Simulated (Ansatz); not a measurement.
Starting cell, GeO2 (alpha-quartz type, space group P3_121):

```yaml
crystal:
  lattice:
    - [5.09349, 0.00000, 0.00000]
    - [-2.54674, 4.41109, 0.00000]
    - [0.00000, 0.00000, 5.76775]
  atoms:
    - { symbol: Ge, position: [0.45565, 0.00000, 0.83333] }
    - { symbol: Ge, position: [0.00000, 0.45565, 0.16667] }
    - { symbol: Ge, position: [0.54435, 0.54435, 0.50000] }
    - { symbol: O, position: [0.39740, 0.29816, 0.74186] }
    - { symbol: O, position: [0.70184, 0.09924, 0.07519] }
    - { symbol: O, position: [0.90076, 0.60260, 0.40853] }
    - { symbol: O, position: [0.09924, 0.70184, 0.92481] }
    - { symbol: O, position: [0.29816, 0.39740, 0.25814] }
    - { symbol: O, position: [0.60260, 0.90076, 0.59147] }
```

The atoms are displaced by Q × the pattern below (from a DFPT mode at Γ, largest move 1; Q in Å), at fixed cell. It is one choice among 2 degenerate patterns.

| atom | x | y | z |
|---|---|---|---|
| Ge1 | 0.000 | -0.149 | -0.197 |
| Ge2 | -0.247 | 0.280 | 0.098 |
| Ge3 | 0.247 | 0.280 | 0.098 |
| O4 | -0.358 | 0.068 | 0.276 |
| O5 | 0.090 | -0.431 | 0.319 |
| O6 | -0.567 | -0.570 | -0.595 |
| O7 | 0.358 | 0.068 | 0.276 |
| O8 | 0.567 | -0.570 | -0.595 |
| O9 | -0.090 | -0.431 | 0.319 |

Calculation: PBE (plane waves to 420 eV, PAW, scalar-relativistic; Ansatz, a quantum-chemistry and plane-wave program). k mesh 8×8×6 (Γ-centred), Fermi-Dirac smearing 0.05 eV. Energies are smeared free energies. GeO2 was relaxed with its symmetry unable to fall. The zero of ΔE is the undisplaced structure.

```
Q (Å)   ΔE (meV/cell)
------  -------------
-0.180           1265
-0.150       withheld
-0.120            566
-0.090            319
-0.060            142
-0.030             36
0.000               0
0.030              36
0.060             142
0.090             319
0.120             566
0.150        withheld
0.180            1265
```

Task: Fit an even polynomial form (powers 2, 4) to the given rows and predict ΔE at Q = -0.150.

Result: Least squares on the 11 given rows: ΔE = (39510)·Q² + (-14420)·Q⁴, in meV/cell with Q in Å; root-mean-square residual 0.2 meV/cell. At -0.150 the fit gives 882 meV/cell; the calculation gives 882 meV/cell, the same to the digits shown. The quadratic term alone would give 889 meV/cell.

(For displaced atoms, the force is minus the slope of the energy, and its curvature is a force constant, which sets phonon frequencies.)
